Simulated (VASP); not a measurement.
Wanted: the native input for a VASP 6.6.1 run.

* Task: density of states
* Functional: rSCAN
* Potentials or basis: VASP PAW PBE potentials, release 64 (Cu)
* Cutoff: 520 eV
* k mesh: 13 × 13 × 13
* Occupations: tetrahedron
* Spin: no spin polarisation
* Further INCAR settings: LASPH = False; ALGO = Normal; EDIFF = 1e-06

The structure of Cu lies in POSCAR:

```
Cu
2.4317
   -0.574830776823      0.578742443558      0.578458280215
    0.573917424024     -0.568551630547      0.566815807871
    0.606940412057      0.600661265781     -0.567773574043
Cu
1
Direct
    0.0005500000     -0.0002430000      0.0034050000
```

This isn't the form of Cu at room conditions, which is fcc.

The cell isn't the ideal one: cell strained at random at fixed volume.

These files were run (other wordings do the same):

INCAR

```
PREC = Accurate
ENCUT = 520
EDIFF = 1E-6
ISMEAR = -5
SIGMA = 0.1
LREAL = False
LASPH = False
NELM = 100
ALGO = Normal
ISIF = 2
LWAVE = False
LCHARG = False
LMAXMIX = 4
METAGGA = RSCAN
LMIXTAU = True
LORBIT = 11
NEDOS = 2001
```

KPOINTS

```
regular mesh
0
Gamma
  13 13 13
```

Potentials or basis: VASP PAW PBE potentials, release 64 (Cu).

The run is started by

```bash
$ cat potpaw_PBE.64/Cu/POTCAR > POTCAR
$ mpirun -np 1 vasp_std > vasp.out
```

Results of the run:

The pressure is 1.9 GPa. The band gap on the k mesh is none (metal or under the smearing width) and the valence electrons inside the program's atomic spheres are Cu 10.09.

Caveat: the PAW data sets were made with another functional, which shifts forces and pressure a little; tetrahedron occupations give inexact forces and stress in metals.

Wall time 4.3 min on 1 thread of Intel(R) Xeon(R) 6975P-C (Granite Rapids) (shared host), peak memory 0.23 GiB.
